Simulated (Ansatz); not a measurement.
# AlN (P6_3mc) in Ansatz: notebook, part 2 of 2

Ansatz 0.2.0. The steps go on from the part before.

### 3 Single point, PBEsol, 9.82 Å³/atom (volume scaled by 0.94)

input.yaml reads:

```yaml
crystal:
  lattice:
    - [3.0494515564, 0.0, 0.0]
    - [-1.5247257782, 2.6409025155, 0.0]
    - [0.0, 0.0, 4.8793184075]
  atoms:
    - { symbol: Al, position: [0.6666666667, 0.3333333333, 0.5] }
    - { symbol: Al, position: [0.3333333333, 0.6666666667, 0.0] }
    - { symbol: "N", position: [0.6666666667, 0.3333333333, 0.88] }
    - { symbol: "N", position: [0.3333333333, 0.6666666667, 0.38] }
hamiltonian:
  xc: pbesol
  pseudopotentials: { kind: paw }
kpoints:
  mp_grid: { grid: [10, 10, 6] }
scf:
  occupations: { method: fermi_dirac, width: 0.05 }
output:
  forces: true
  stress: true
  eigenvalues: true
```

Potentials or basis: Ansatz PAW.

Started as:

```
$ ansatz run input.yaml --threads 2 --pin off --max-ram 5120MiB --backend cpu --events-out ev --progress --plain --runs-dir out
```

What it wrote:

```text
Warning: RAYON_NUM_THREADS=2 ignored (pool sized by the plan → 2); use --threads N
Engine: ansatz 0.2.0, aarch64-unknown-linux-gnu
Pseudopotentials: kind: paw
Pseudopotential: Al, paw, valence charge 3, recommended cutoff 420 eV (normal), Al.paw.azcp
Pseudopotential: N, paw, valence charge 5, recommended cutoff 420 eV (normal), N.paw.azcp
Functional definition: PBEsol
  exchange = pbesol_x
  correlation = pbesol_c
Crystal: 4 atoms, lattice volume = 39.295 Å³
Basis set: ecut = 420 eV, 761 PW (Γ), exchange–correlation on 48×48×72 points (8 copies of the dense FFT grid, shifted against one another)
Bands: 12, of which v1, the nominal top of the filled ones, is band 8 counted from 1 (7 counted from 0)
Symmetry: 12 space group operations
Space group: P63mc (ITA 186), of the structure as read, at distance tolerance 3.4e-5 Å
k-points: 56 of 600 (time reversal used)
Non-local potential: Al, projectors of the file, l = 0: 2, l = 1: 2, l = 2: 1
Non-local potential: N, projectors of the file, l = 0: 2, l = 1: 2, l = 2: 1
PAW form: soft (Blöchl's): semilocal exchange-correlation on the pseudo side does not see the compensation charge
PAW frozen core: Al, regenerated for the run's functional, and the local potential with it (the file was generated under x = pbe(κ = 0.804, μ = 0.2195149727645171), c = pbe(β = 0.06672455060314922))
PAW frozen core: N, regenerated for the run's functional, and the local potential with it (the file was generated under x = pbe(κ = 0.804, μ = 0.2195149727645171), c = pbe(β = 0.06672455060314922))
PAW one-centre angular grid: Al, 110 points (default); XC on 64 Gauss nodes
PAW one-centre angular grid: N, 110 points (default); XC on 64 Gauss nodes
Initial density: superposition of atomic densities (neutral atoms: chi_scale 0, normalization atom), corrected by the library's trained network
Initial wavefunctions: pseudopotential atomic-orbital guess
Functional: x = pbesol(κ = 0.804, μ = 0.12345679012345678), c = pbesol(β = 0.046)
SCF iter   1: F=—  HF=-1811.820822 eV  |F-HF|=—  |Δ(HF+E_count)|=         —  Δρ=1.08e-2  dr2=4.78e-2  ethr=1.77e-3  ⟨swp⟩=5.5  Hψ=4412  notcnv=0
[... 9 lines left out ...]
SCF converged after 6 iterations
Free energy (F): -1811.806551 eV
Harris-Foulkes:  -1811.806551 eV  (|F-HF|=3.87e-12)
Internal energy: -1811.806551 eV  (E = F + TS)
E sigma→0 (E₀):  -1811.806551 eV
Fermi energy:    10.066861 eV
--- Per-component energies (eV) ---
  E_band       = 37.413603
  E_kinetic    = 323.255669
  E_local      = -434.724398  (includes V_loc(G=0)·N_el)
  E_nonlocal   = 112.592911
  E_hartree    = 150.457353
  E_xc         = -203.077530
  E_vxc        = -217.071407  (∫ρ·V_xc dr)
  E_paw        = -1156.412098  (= ΣΔE_a)
  E_vpaw       = -47.554068  (= ΣTr[D̂ρ^β])
  E_aug_tail   = 0.000187  (compensation charges beyond the density's cutoff)
  E_ewald      = -603.993120
  E_core_change = 0.094476  (= ΣΔE_core)
  E_smearing   = -0.000000  (= −TS)
  E_closure    = 0.000000  (closes the sum)
  Σ components = -1811.806551   (vs F -1811.806551, Δ=0.00e0)
--- Forces (eV/Å), atoms counted from 1 ---
  atom   1  Al     0.00000000    -0.00000000    -0.18025320
  atom   2  Al    -0.00000000     0.00000000    -0.18025320
  atom   3  N      0.00000000     0.00000000     0.18024897
  atom   4  N      0.00000000    -0.00000000     0.18024897
  max |Σ_I F_I| component: 8.46e-6 eV/Å
--- Stress (GPa, compression-positive) ---
       13.985673      -0.000000       0.000000
       -0.000000      13.985673       0.000000
        0.000000       0.000000      15.031529
  P = ⅓ Tr σ = 14.3343 GPa (143.343 kbar)
--- Band table (eV; the first three rows and the last of 56) ---
  k-point 0: bands = ["-7.8128", "-5.4331", "1.3837", "6.8332", "6.8332", "7.5012", "7.5012", "7.6963", "12.3769", "14.8050", "18.7024", "19.1933"]
  k-point 1: bands = ["-7.6976", "-5.6711", "1.7912", "6.8755", "6.8755", "7.0903", "7.4538", "7.4538", "12.8550", "14.8753", "18.5244", "19.1551"]
  k-point 2: bands = ["-7.3626", "-6.2272", "2.8449", "5.7607", "6.9930", "6.9930", "7.3269", "7.3269", "13.7978", "14.9403", "18.2476", "19.2033"]
  k-point 55: bands = ["-5.0345", "-5.0345", "2.5750", "2.5750", "3.8278", "3.8278", "6.8701", "6.8701", "14.9034", "14.9034", "16.1921", "16.1921"]
```

Run time: 1.8 s. Hardware: 2 threads of Arm Neoverse V2, shared host; peak memory 0.31 GiB.

Results:

```
Free energy            : -1811.8066 eV
Pressure               : 14.3 GPa
Largest force          : 0.180 eV/Å
Band gap on the k mesh : 4.68 eV, direct
```

Caveat: the pressure holds a Pulay correction of +0.5 GPa for the finite cutoff; the PAW data sets come from PBE, with cores solved anew for the run's functional, which leaves a small shift of forces and pressure.

### 4 Single point, PBEsol, 10.03 Å³/atom (volume scaled by 0.96)

Changes to input.yaml since step 3:

```diff
@@ -2,5 +2,5 @@
   lattice:
-    - [3.0494515564, 0.0, 0.0]
-    - [-1.5247257782, 2.6409025155, 0.0]
-    - [0.0, 0.0, 4.8793184075]
+    - [3.070927275, 0.0, 0.0]
+    - [-1.5354636375, 2.6595010333, 0.0]
+    - [0.0, 0.0, 4.9136809369]
   atoms:
```

Started as:

```
$ ansatz run input.yaml --threads 2 --pin off --max-ram 5120MiB --backend cpu --events-out ev --progress --plain --runs-dir out
```

Run time: 1.4 s. Hardware: 2 threads of Arm Neoverse V2, shared host; peak memory 0.31 GiB.

Results (log left out):

| Property | Result |
| --- | --- |
| Free energy | -1811.8677 eV |
| Pressure | 9.2 GPa |
| Largest force | 0.162 eV/Å |
| Band gap on the k mesh | 4.49 eV, direct |

Caveat: the pressure holds a Pulay correction of +0.5 GPa for the finite cutoff; the PAW data sets come from PBE, with cores solved anew for the run's functional, which leaves a small shift of forces and pressure.

### 5 Single point, PBEsol, 10.24 Å³/atom (volume scaled by 0.98)

Changes to input.yaml since step 4:

```diff
@@ -2,5 +2,5 @@
   lattice:
-    - [3.070927275, 0.0, 0.0]
-    - [-1.5354636375, 2.6595010333, 0.0]
-    - [0.0, 0.0, 4.9136809369]
+    - [3.092106753, 0.0, 0.0]
+    - [-1.5460533765, 2.6778429994, 0.0]
+    - [0.0, 0.0, 4.9475694625]
   atoms:
```

Started as:

```
$ ansatz run input.yaml --threads 2 --pin off --max-ram 5120MiB --backend cpu --events-out ev --progress --plain --runs-dir out
```

It took 1.4 s on 2 threads of Arm Neoverse V2, shared host; peak memory 0.31 GiB.

It converged, with:

```
Free energy            : -1811.9031 eV
Pressure               : 4.5 GPa
Largest force          : 0.146 eV/Å
Band gap on the k mesh : 4.31 eV, direct
```

Caveat: the pressure holds a Pulay correction of +0.5 GPa for the finite cutoff; the PAW data sets come from PBE, with cores solved anew for the run's functional, which leaves a small shift of forces and pressure.

### 6 Single point, PBEsol, 10.45 Å³/atom

Changes to input.yaml since step 5:

```diff
@@ -2,5 +2,5 @@
   lattice:
-    - [3.092106753, 0.0, 0.0]
-    - [-1.5460533765, 2.6778429994, 0.0]
-    - [0.0, 0.0, 4.9475694625]
+    - [3.113, 0.0, 0.0]
+    - [-1.5565, 2.695937082, 0.0]
+    - [0.0, 0.0, 4.981]
   atoms:
```

Potentials or basis: Ansatz PAW.

Started as:

```
$ ansatz run input.yaml --threads 2 --pin off --max-ram 5120MiB --backend cpu --events-out ev --progress --plain --runs-dir out
```

Wall time 1.3 s (2 threads of Arm Neoverse V2, shared host); peak memory 0.31 GiB.

Results (log left out):

```yaml
Free_energy: -1811.9153 eV
Pressure: 0.2 GPa
Largest_force: 0.130 eV/Å
Band_gap_on_the_k_mesh: 4.13 eV, direct
```

Caveat: the pressure holds a Pulay correction of +0.5 GPa for the finite cutoff; the PAW data sets come from PBE, with cores solved anew for the run's functional, which leaves a small shift of forces and pressure.

### 7 Single point, PBEsol, 10.66 Å³/atom (volume scaled by 1.02)

Changes to input.yaml since step 6:

```diff
@@ -2,5 +2,5 @@
   lattice:
-    - [3.113, 0.0, 0.0]
-    - [-1.5565, 2.695937082, 0.0]
-    - [0.0, 0.0, 4.981]
+    - [3.1336164949, 0.0, 0.0]
+    - [-1.5668082474, 2.7137914903, 0.0]
+    - [0.0, 0.0, 5.0139877163]
   atoms:
```

Started as:

```
$ ansatz run input.yaml --threads 2 --pin off --max-ram 5120MiB --backend cpu --events-out ev --progress --plain --runs-dir out
```

It took 1.4 s on 2 threads of Arm Neoverse V2, shared host; peak memory 0.31 GiB.

Results (log left out):

| Item | Value |
| --- | --- |
| Free energy | -1811.9065 eV |
| Pressure | -3.6 GPa |
| Largest force | 0.116 eV/Å |
| Band gap on the k mesh | 3.96 eV, direct |

Caveat: the pressure holds a Pulay correction of +0.5 GPa for the finite cutoff; the PAW data sets come from PBE, with cores solved anew for the run's functional, which leaves a small shift of forces and pressure.

### 8 Single point, PBEsol, 10.87 Å³/atom (volume scaled by 1.04)

Changes to input.yaml since step 7:

```diff
@@ -2,5 +2,5 @@
   lattice:
-    - [3.1336164949, 0.0, 0.0]
-    - [-1.5668082474, 2.7137914903, 0.0]
-    - [0.0, 0.0, 5.0139877163]
+    - [3.1539652241, 0.0, 0.0]
+    - [-1.576982612, 2.7314140067, 0.0]
+    - [0.0, 0.0, 5.0465469904]
   atoms:
```

Started as:

```
$ ansatz run input.yaml --threads 2 --pin off --max-ram 5120MiB --backend cpu --events-out ev --progress --plain --runs-dir out
```

Run time: 1.4 s. Hardware: 2 threads of Arm Neoverse V2, shared host; peak memory 0.31 GiB.

The run converged. Its results:

```
Free energy            : -1811.8784 eV
Pressure               : -7.1 GPa
Largest force          : 0.102 eV/Å
Band gap on the k mesh : 3.80 eV, direct
```

Caveat: the pressure holds a Pulay correction of +0.5 GPa for the finite cutoff; the PAW data sets come from PBE, with cores solved anew for the run's functional, which leaves a small shift of forces and pressure.

### 9 Single point, PBEsol, 11.08 Å³/atom (volume scaled by 1.06)

Changes to input.yaml since step 8:

```diff
@@ -2,5 +2,5 @@
   lattice:
-    - [3.1539652241, 0.0, 0.0]
-    - [-1.576982612, 2.7314140067, 0.0]
-    - [0.0, 0.0, 5.0465469904]
+    - [3.1740547162, 0.0, 0.0]
+    - [-1.5870273581, 2.7488120173, 0.0]
+    - [0.0, 0.0, 5.0786914685]
   atoms:
```

Potentials or basis: Ansatz PAW.

Started as:

```
$ ansatz run input.yaml --threads 2 --pin off --max-ram 5120MiB --backend cpu --events-out ev --progress --plain --runs-dir out
```

Wall time 1.4 s (2 threads of Arm Neoverse V2, shared host); peak memory 0.32 GiB.

It converged, with:

```yaml
Free_energy: -1811.8330 eV
Pressure: -10.3 GPa
Largest_force: 0.089 eV/Å
Band_gap_on_the_k_mesh: 3.64 eV, direct
```

Caveat: the pressure holds a Pulay correction of +0.5 GPa for the finite cutoff; the PAW data sets come from PBE, with cores solved anew for the run's functional, which leaves a small shift of forces and pressure.

### 10 Equation of state, PBEsol

No new run: the results of the series are fitted here.

Results:

```
Equilibrium volume                        : 10.46 Å³/atom
Bulk modulus at fixed shape and positions : 201 GPa
Pressure derivative of the bulk modulus   : 3.9
```

Energy against volume, from the lowest point:
| volume (Å³/atom) | energy (meV/atom) |
| --- | --- |
| 9.824 | 27.19 |
| 10.033 | 11.91 |
| 10.242 | 3.04 |
| 10.451 | 0.00 |
| 10.660 | 2.21 |
| 10.869 | 9.23 |
| 11.078 | 20.59 |

Caveat: the cell was scaled at fixed shape and fractional positions, which overstates the stiffness of a crystal with free parameters, most of all of layers and chains.

### 11 Against experiment

Step 2. A measured gap of AlN is 6.0343 eV (an exciton energy, a little under the gap; 0 K; quoted in “Structural and optical properties of self-assembled AlN nanowires grown on SiO2/Si substrates by molecular beam epitaxy”, 2024, arxiv:2402.00216); the calculated 4.24 eV misses it by -1.80 eV. 2 values of this kind are on record (6.034 to 6.0343 eV); this one was drawn at random. The value is that of LDA, without temperature or zero-point motion. Semilocal functionals fall short of measured gaps as a rule.
